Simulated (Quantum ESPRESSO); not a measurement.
# AlN (P6_3mc) in Quantum ESPRESSO: band structure with r2SCAN

Aim: the band structure of AlN with r2SCAN.

All numbers are computed with Quantum ESPRESSO 7.5; they aren't measurements. Logs are shortened: lines on timing, memory, paths and dates and some standing lists are left out, and cuts for length are marked.

**What was measured.**

“Structural and optical properties of self-assembled AlN nanowires grown on SiO2/Si substrates by molecular beam epitaxy”, 2024, arxiv:2402.00216 quotes, for a bulk crystal of AlN at 0 K: band gap 6.0343 eV (an exciton energy, a little under the gap).

The runs below are set against these values where they give the same quantity.

**1. The crystal as given**

The structure is hexagonal, space group P6_3mc (No. 186). Conventional cell: a = 3.113 Å, b = 3.113 Å, c = 4.981 Å, α = 90.00°, β = 90.00°, γ = 120.00°. Al (site symmetry 3m) has 4 N at 1.89 Å as nearest neighbours. Around N (site symmetry 3m) lie 4 Al at 1.89 Å.

**2. Band structure, r2SCAN**

Contents of pw.in:

```
&CONTROL
  calculation = 'scf'
  prefix = 'pwscf'
  outdir = './tmp'
  pseudo_dir = './pseudo'
  tprnfor = .true.
  tstress = .true.
  disk_io = 'low'
/
&SYSTEM
  ibrav = 0
  celldm(1) = 8
  nat = 4
  ntyp = 2
  ecutwfc = 88
  nbnd = 24
  input_dft = 'r2scan'
  occupations = 'smearing'
  smearing = 'fd'
  degauss = 0.00367493
  nosym = .true.
/
&ELECTRONS
  conv_thr = 1d-08
  electron_maxstep = 120
  mixing_beta = 0.5
/
ATOMIC_SPECIES
Al    26.9815 Al_ONCV_PBE-1.2.upf
N     14.0070 N_ONCV_PBE-1.2.upf
CELL_PARAMETERS alat
  0.7353396782450   0.0000000000000   0.0000000000000
 -0.3676698391225   0.6368228417753   0.0000000000000
  0.0000000000000   0.0000000000000   1.1765907283451
ATOMIC_POSITIONS crystal
Al     0.6666666667    0.3333333333    0.5000000000
Al     0.3333333333    0.6666666667    0.0000000000
N      0.6666666667    0.3333333333    0.8800000000
N      0.3333333333    0.6666666667    0.3800000000
K_POINTS automatic
8 8 4 0 0 0
```

Contents of bands.in:

```
&CONTROL
  calculation = 'bands'
  prefix = 'pwscf'
  outdir = './tmp'
  pseudo_dir = './pseudo'
  disk_io = 'low'
  verbosity = 'high'
/
&SYSTEM
  ibrav = 0
  celldm(1) = 8
  nat = 4
  ntyp = 2
  ecutwfc = 88
  nbnd = 24
  input_dft = 'r2scan'
  occupations = 'smearing'
  smearing = 'fd'
  degauss = 0.00367493
  nosym = .true.
/
&ELECTRONS
  conv_thr = 1d-08
  electron_maxstep = 120
  mixing_beta = 0.5
  diago_full_acc = .true.
  startingwfc = 'random'
/
ATOMIC_SPECIES
Al    26.9815 Al_ONCV_PBE-1.2.upf
N     14.0070 N_ONCV_PBE-1.2.upf
CELL_PARAMETERS alat
  0.7353396782450   0.0000000000000   0.0000000000000
 -0.3676698391225   0.6368228417753   0.0000000000000
  0.0000000000000   0.0000000000000   1.1765907283451
ATOMIC_POSITIONS crystal
Al     0.6666666667    0.3333333333    0.5000000000
Al     0.3333333333    0.6666666667    0.0000000000
N      0.6666666667    0.3333333333    0.8800000000
N      0.3333333333    0.6666666667    0.3800000000
K_POINTS crystal
60
 0.0000000000  0.0000000000  0.0000000000 1
 0.0714285714  0.0000000000  0.0000000000 1
 0.1428571429  0.0000000000  0.0000000000 1
 0.2142857143  0.0000000000  0.0000000000 1
 0.2857142857  0.0000000000  0.0000000000 1
 0.3571428571  0.0000000000  0.0000000000 1
 0.4285714286  0.0000000000  0.0000000000 1
 0.5000000000  0.0000000000  0.0000000000 1
 0.4583333333  0.0833333333  0.0000000000 1
 0.4166666667  0.1666666667  0.0000000000 1
 0.3750000000  0.2500000000  0.0000000000 1
 0.3333333333  0.3333333333  0.0000000000 1
 0.2962962963  0.2962962963  0.0000000000 1
 0.2592592593  0.2592592593  0.0000000000 1
 0.2222222222  0.2222222222  0.0000000000 1
 0.1851851852  0.1851851852  0.0000000000 1
 0.1481481481  0.1481481481  0.0000000000 1
 0.1111111111  0.1111111111  0.0000000000 1
 0.0740740741  0.0740740741  0.0000000000 1
 0.0370370370  0.0370370370  0.0000000000 1
 0.0000000000  0.0000000000  0.0000000000 1
 0.0000000000  0.0000000000  0.1250000000 1
 0.0000000000  0.0000000000  0.2500000000 1
 0.0000000000  0.0000000000  0.3750000000 1
 0.0000000000  0.0000000000  0.5000000000 1
 0.0625000000  0.0000000000  0.5000000000 1
 0.1250000000  0.0000000000  0.5000000000 1
 0.1875000000  0.0000000000  0.5000000000 1
 0.2500000000  0.0000000000  0.5000000000 1
 0.3125000000  0.0000000000  0.5000000000 1
 0.3750000000  0.0000000000  0.5000000000 1
 0.4375000000  0.0000000000  0.5000000000 1
 0.5000000000  0.0000000000  0.5000000000 1
 0.4666666667  0.0666666667  0.5000000000 1
 0.4333333333  0.1333333333  0.5000000000 1
 0.4000000000  0.2000000000  0.5000000000 1
 0.3666666667  0.2666666667  0.5000000000 1
 0.3333333333  0.3333333333  0.5000000000 1
 0.3030303030  0.3030303030  0.5000000000 1
 0.2727272727  0.2727272727  0.5000000000 1
 0.2424242424  0.2424242424  0.5000000000 1
 0.2121212121  0.2121212121  0.5000000000 1
 0.1818181818  0.1818181818  0.5000000000 1
 0.1515151515  0.1515151515  0.5000000000 1
 0.1212121212  0.1212121212  0.5000000000 1
 0.0909090909  0.0909090909  0.5000000000 1
 0.0606060606  0.0606060606  0.5000000000 1
 0.0303030303  0.0303030303  0.5000000000 1
 0.0000000000  0.0000000000  0.5000000000 1
 0.5000000000  0.0000000000  0.5000000000 1
 0.5000000000  0.0000000000  0.3750000000 1
 0.5000000000  0.0000000000  0.2500000000 1
 0.5000000000  0.0000000000  0.1250000000 1
 0.5000000000  0.0000000000  0.0000000000 1
 0.3333333333  0.3333333333  0.0000000000 1
 0.3333333333  0.3333333333  0.1000000000 1
 0.3333333333  0.3333333333  0.2000000000 1
 0.3333333333  0.3333333333  0.3000000000 1
 0.3333333333  0.3333333333  0.4000000000 1
 0.3333333333  0.3333333333  0.5000000000 1
```

Potentials or basis: SG15 PBE 1.2.

Started as:

```sh
> OMP_NUM_THREADS=1 mpirun -n 4 pw.x -nk 4 -in pw.in > pw.out
> OMP_NUM_THREADS=1 mpirun -n 4 pw.x -nk 4 -in bands.in > bands.out
```

pw.out:

```text
This program is part of the open-source Quantum ESPRESSO suite
     for quantum simulation of materials; please cite
         "P. Giannozzi et al., J. Phys.:Condens. Matter 21 395502 (2009);
         "P. Giannozzi et al., J. Phys.:Condens. Matter 29 465901 (2017);
         "P. Giannozzi et al., J. Chem. Phys. 152 154105 (2020);
     in publications or presentations arising from this work. More details at

     IMPORTANT: XC functional enforced from input :
     Exchange-correlation= R2SCAN
                           (   0   0   0   0   0 497 498)
     Any further DFT definition will be discarded
     Please, verify this is what you really want

     K-points division:     npool     =       4
     Subspace diagonalization in iterative solution of the eigenvalue problem:
     a serial algorithm will be used

     G-vector sticks info
     --------------------
     sticks:   dense  smooth     PW     G-vecs:    dense   smooth      PW
     Sum         847     847    253                31467    31467    5503

     Using Slab Decomposition

     bravais-lattice index     =            0
     lattice parameter (alat)  =       8.0000  a.u.
     unit-cell volume          =     282.0993 (a.u.)^3
     number of atoms/cell      =            4
     number of atomic types    =            2
     number of electrons       =        32.00
     number of Kohn-Sham states=           24
     kinetic-energy cutoff     =      88.0000  Ry
     charge density cutoff     =     352.0000  Ry
     scf convergence threshold =      1.0E-08
     mixing beta               =       0.5000
     number of iterations used =            8  plain     mixing
     Exchange-correlation= R2SCAN
                           (   0   0   0   0   0 497 498)

     celldm(1)=   8.000000  celldm(2)=   0.000000  celldm(3)=   0.000000
     celldm(4)=   0.000000  celldm(5)=   0.000000  celldm(6)=   0.000000

     crystal axes: (cart. coord. in units of alat)
               a(1) = (   0.735340   0.000000   0.000000 )
               a(2) = (  -0.367670   0.636823   0.000000 )
               a(3) = (   0.000000   0.000000   1.176591 )

     reciprocal axes: (cart. coord. in units 2 pi/alat)
               b(1) = (  1.359916  0.785148 -0.000000 )
               b(2) = (  0.000000  1.570295  0.000000 )
               b(3) = (  0.000000 -0.000000  0.849913 )

     PseudoPot. # 1 for Al read from file:
     Al_ONCV_PBE-1.2.upf
     Pseudo is Norm-conserving, Zval = 11.0
     Generated using ONCVPSP code by D. R. Hamann
     Using radial grid of  602 points,  4 beta functions with:
                l(1) =   0
                l(2) =   0
                l(3) =   1
                l(4) =   1

     PseudoPot. # 2 for N  read from file:
     N_ONCV_PBE-1.2.upf
     Pseudo is Norm-conserving, Zval =  5.0
     Generated using ONCVPSP code by D. R. Hamann
     Using radial grid of  602 points,  4 beta functions with:
                l(1) =   0
                l(2) =   0
                l(3) =   1
                l(4) =   1

     atomic species   valence    mass     pseudopotential
     Al               11.00    26.98150     Al( 1.00)
     N                 5.00    14.00700     N ( 1.00)

     No symmetry found

   Cartesian axes

     site n.     atom                  positions (alat units)
         1        Al     tau(   1) = (   0.3676698   0.2122743   0.5882954  )
         2        Al     tau(   2) = (  -0.0000000   0.4245486   0.0000000  )
         3        N      tau(   3) = (   0.3676698   0.2122743   1.0353998  )
         4        N      tau(   4) = (  -0.0000000   0.4245486   0.4471045  )

     number of k points=   132  Fermi-Dirac smearing, width (Ry)=  0.0037

     Number of k-points >= 100: set verbosity='high' to print them.

     Dense  grid:    31467 G-vectors     FFT dimensions: (  36,  36,  60)

     WARNING: libxc functional with ID  497 depends
      on external parameters: check the user_guide of
      QE if you need to modify them or to check their
      default values.

     WARNING: libxc functional with ID  498 depends
      on external parameters: check the user_guide of
      QE if you need to modify them or to check their
      default values.

     Initial potential from superposition of free atoms

     starting charge      31.8318, renormalised to      32.0000
     Starting wfcs are random

     Self-consistent Calculation

     iteration #  1     ecut=    88.00 Ry     beta= 0.50
     Davidson diagonalization with overlap
     ethr =  1.00E-02,  avg # of iterations =  8.7

     total energy              =    -316.93711732 Ry
     estimated scf accuracy    <      80.29371577 Ry

     iteration #  2     ecut=    88.00 Ry     beta= 0.50
     Davidson diagonalization with overlap
     ethr =  1.00E-02,  avg # of iterations =  1.0

     total energy              =    -317.22173230 Ry
     estimated scf accuracy    <      15.72170846 Ry

     iteration #  3     ecut=    88.00 Ry     beta= 0.50
     Davidson diagonalization with overlap
     ethr =  1.00E-02,  avg # of iterations =  1.0

     total energy              =    -317.23932989 Ry
     estimated scf accuracy    <       0.50283825 Ry

     iteration #  4     ecut=    88.00 Ry     beta= 0.50
     Davidson diagonalization with overlap
     ethr =  1.57E-03,  avg # of iterations =  1.0

     total energy              =    -317.24306809 Ry
     estimated scf accuracy    <       0.00363266 Ry

     iteration #  5     ecut=    88.00 Ry     beta= 0.50
     Davidson diagonalization with overlap
     ethr =  1.14E-05,  avg # of iterations =  5.1

     total energy              =    -317.24319202 Ry
     estimated scf accuracy    <       0.00007859 Ry

     iteration #  6     ecut=    88.00 Ry     beta= 0.50
     Davidson diagonalization with overlap
     ethr =  2.46E-07,  avg # of iterations =  2.3

     total energy              =    -317.24320061 Ry
     estimated scf accuracy    <       0.00006587 Ry

     iteration #  7     ecut=    88.00 Ry     beta= 0.50
     Davidson diagonalization with overlap
     ethr =  2.06E-07,  avg # of iterations =  1.0

     total energy              =    -317.24320148 Ry
     estimated scf accuracy    <       0.00002794 Ry

     iteration #  8     ecut=    88.00 Ry     beta= 0.50
     Davidson diagonalization with overlap
     ethr =  8.73E-08,  avg # of iterations =  1.0

     total energy              =    -317.24320167 Ry
     estimated scf accuracy    <       0.00000120 Ry

     iteration #  9     ecut=    88.00 Ry     beta= 0.50
     Davidson diagonalization with overlap
     ethr =  3.74E-09,  avg # of iterations =  1.0

     End of self-consistent calculation

     Number of k-points >= 100: set verbosity='high' to print the bands.

     the Fermi energy is    11.0679 ev

!    total energy              =    -317.24320169 Ry
     estimated scf accuracy    <          5.1E-09 Ry
     smearing contrib. (-TS)   =      -0.00000000 Ry
     internal energy E=F+TS    =    -317.24320169 Ry

     The total energy is F=E-TS. E is the sum of the following terms:
     one-electron contribution =    -170.21494239 Ry
     hartree contribution      =      78.31402725 Ry
     xc contribution           =     -42.22051442 Ry
     ewald contribution        =    -183.12177213 Ry

     convergence has been achieved in   9 iterations

     Forces acting on atoms (cartesian axes, Ry/au):

     atom    1 type  1   force =    -0.00000031   -0.00000043   -0.00574204
     atom    2 type  1   force =     0.00000012   -0.00000050   -0.00574768
     atom    3 type  2   force =    -0.00000012    0.00000099    0.00574427
     atom    4 type  2   force =     0.00000031   -0.00000007    0.00574545

     Total force =     0.011490     Total SCF correction =     0.000029

     Computing stress (Cartesian axis) and pressure

          total   stress  (Ry/bohr**3)                   (kbar)     P=        1.80
  -0.00001852   0.00000000   0.00000000           -2.72        0.00        0.00
   0.00000000  -0.00001851  -0.00000000            0.00       -2.72       -0.00
   0.00000000  -0.00000000   0.00007379            0.00       -0.00       10.85

=------------------------------------------------------------------------------=
   JOB DONE.
=------------------------------------------------------------------------------=
```

It took 83 s on 4 MPI ranks of Intel Xeon 6975P-C (Granite Rapids), shared host; peak memory 0.52 GiB.

What came out:

* Free energy: -4316.3136 eV
* Pressure: 0.2 GPa
* Largest force: 0.148 eV/Å
* Band gap on the k mesh: 4.71 eV, direct
* Band gap along the path: 4.71 eV, direct

Forces on the atoms (eV/Å):
```
Al   0.000  0.000 -0.148
Al   0.000  0.000 -0.148
N    0.000  0.000  0.148
N    0.000  0.000  0.148
```

Stress tensor (GPa, compression positive):
```
-0.27  0.00  0.00
 0.00 -0.27  0.00
 0.00  0.00  1.09
```

Levels at the corners of the path, in eV from the valence-band top:
```
point  band 14  band 15  band 16  band 17  band 18  band 19
    Γ    -0.19    -0.19     0.00     4.71     7.43    11.55
    M    -2.09    -1.76    -0.67     6.45     6.56     8.95
    K    -2.47    -2.39    -2.39     5.70     9.15    10.57
    Γ    -0.19    -0.19     0.00     4.71     7.43    11.55
    A    -0.53    -0.53    -0.53     7.11     7.11    11.35
    L    -1.45    -1.37    -1.37     5.98     5.98    10.19
    H    -3.87    -0.78    -0.78     8.15     8.15     8.66
    A    -0.53    -0.53    -0.53     7.11     7.11    11.35
    L    -1.45    -1.37    -1.37     5.98     5.98    10.19
    M    -2.09    -1.76    -0.67     6.45     6.56     8.95
    K    -2.47    -2.39    -2.39     5.70     9.15    10.57
    H    -3.87    -0.78    -0.78     8.15     8.15     8.66
```

Caveat: the potentials were made for another functional, which shifts forces and pressure.

**3. How close it comes**

Step 2. A measured gap of AlN is 6.0343 eV (an exciton energy, a little under the gap; 0 K; quoted in “Structural and optical properties of self-assembled AlN nanowires grown on SiO2/Si substrates by molecular beam epitaxy”, 2024, arxiv:2402.00216); the calculated 4.71 eV misses it by -1.33 eV. 2 values of this kind are on record (6.034 to 6.0343 eV); this one was drawn at random. The value is that of r2SCAN, without temperature or zero-point motion.
